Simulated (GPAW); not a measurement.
Here is a GPAW 26.7.0 calculation.

File run.py:

```python
from ase import Atoms
from ase.dft.bandgap import bandgap
from ase.io import write
from ase.units import GPa
from gpaw import GPAW, PW, setup_paths

setup_paths.insert(0, '.')

atoms = Atoms(['Ni', 'Si', 'Si'],
              cell=[[0.0, 2.703, 2.703],
                    [2.703, 0.0, 2.703],
                    [2.703, 2.703, 0.0]],
              scaled_positions=[[0.0, 0.0, 0.0],
                                [0.75, 0.75, 0.75],
                                [0.25, 0.25, 0.25]],
              pbc=True)
atoms.set_initial_magnetic_moments([1.0, 0.0, 0.0])

calc = GPAW(mode=PW(600),
            xc='PBEsol',
            kpts={'size': (9, 9, 9), 'gamma': True},
            occupations={'name': 'fermi-dirac', 'width': 0.05},
            setups={'Ni': ':d,4.0'},
            nbands=24,
            convergence={'density': 1e-05, 'energy': 1e-05},
            maxiter=150,
            txt='gpaw.txt')
atoms.calc = calc
energy = atoms.get_potential_energy()
forces = atoms.get_forces()
stress = atoms.get_stress()
calc.write('gs.gpw')
write('result.traj', atoms)
print(f'Energy: {energy:.6f} eV')
print('Forces (eV/A):')
print(forces.round(4))
print('Stress (GPa):', (stress / GPa).round(3))
print('Moments:', calc.get_magnetic_moments().round(3))
print('Fermi level:', round(calc.get_fermi_level(), 4), 'eV')
print(f'Gap: {bandgap(calc)[0]:.4f} eV, direct: {bandgap(calc, direct=True)[0]:.4f} eV')

path = atoms.cell.bandpath('GXWKGLUWLK,UX', npoints=60, eps=1e-4)
bs_calc = calc.fixed_density(kpts=path, symmetry='off', nbands=35,
                             convergence={'bands': 'CBM+6.0', 'eigenstates': 1e-6}, txt='bands.txt')
bs = bs_calc.band_structure()
bs.write('bs.json')
print(f'Gap on the path: {bandgap(bs_calc)[0]:.4f} eV')
```

Potentials or basis: PAW data sets generated in the run's folder for this functional, pw.

Command:

```console
$ gpaw-setup -f PBEsol Ni Si
$ OMP_NUM_THREADS=1 python run.py
```

Estimate the net moment.

0.00 μB per cell.

Predict the band gap along the path.

none (metal or under the smearing width).

Levels at the corners of the path, in eV from the Fermi level:
Spin up:
| point | band 10 | band 11 | band 12 | band 13 | band 14 | band 15 |
| --- | --- | --- | --- | --- | --- | --- |
| Γ | -0.29 | 1.74 | 1.74 | 1.74 | 2.38 | 2.38 |
| X | -3.91 | -3.82 | -3.68 | -0.49 | 1.32 | 7.77 |
| W | -3.91 | -3.71 | -2.85 | 2.25 | 2.25 | 4.64 |
| K | -3.70 | -3.33 | -2.96 | 0.13 | 3.66 | 4.72 |
| Γ | -0.29 | 1.74 | 1.74 | 1.74 | 2.38 | 2.38 |
| L | -3.81 | -1.38 | -1.38 | 1.73 | 1.78 | 1.78 |
| U | -3.70 | -3.33 | -2.96 | 0.13 | 3.66 | 4.72 |
| W | -3.91 | -3.71 | -2.85 | 2.25 | 2.25 | 4.64 |
| L | -3.81 | -1.38 | -1.38 | 1.73 | 1.78 | 1.78 |
| K | -3.70 | -3.33 | -2.96 | 0.13 | 3.66 | 4.72 |
| U | -3.70 | -3.33 | -2.96 | 0.13 | 3.66 | 4.72 |
| X | -3.91 | -3.82 | -3.68 | -0.49 | 1.32 | 7.77 |
Spin down:
| point | band 9 | band 10 | band 11 | band 12 | band 13 | band 14 | band 15 | band 16 |
| --- | --- | --- | --- | --- | --- | --- | --- | --- |
| Γ | -4.07 | -0.29 | 1.74 | 1.74 | 1.74 | 2.38 | 2.38 | 2.38 |
| X | -3.91 | -3.91 | -3.82 | -3.68 | -0.49 | 1.32 | 7.77 | 8.32 |
| W | -3.96 | -3.91 | -3.71 | -2.85 | 2.25 | 2.25 | 4.64 | 5.31 |
| K | -4.10 | -3.70 | -3.33 | -2.96 | 0.13 | 3.66 | 4.72 | 6.39 |
| Γ | -4.07 | -0.29 | 1.74 | 1.74 | 1.74 | 2.38 | 2.38 | 2.38 |
| L | -3.81 | -3.81 | -1.38 | -1.38 | 1.73 | 1.78 | 1.78 | 2.70 |
| U | -4.10 | -3.70 | -3.33 | -2.96 | 0.13 | 3.66 | 4.72 | 6.39 |
| W | -3.96 | -3.91 | -3.71 | -2.85 | 2.25 | 2.25 | 4.64 | 5.31 |
| L | -3.81 | -3.81 | -1.38 | -1.38 | 1.73 | 1.78 | 1.78 | 2.70 |
| K | -4.10 | -3.70 | -3.33 | -2.96 | 0.13 | 3.66 | 4.72 | 6.39 |
| U | -4.10 | -3.70 | -3.33 | -2.96 | 0.13 | 3.66 | 4.72 | 6.39 |
| X | -3.91 | -3.91 | -3.82 | -3.68 | -0.49 | 1.32 | 7.77 | 8.32 |

Caveat: the stock nickel data set gives pressures a few GPa off other programs; the U is typed as a test and isn't derived for this compound. The state reached can hang on the start; a lower one may exist.
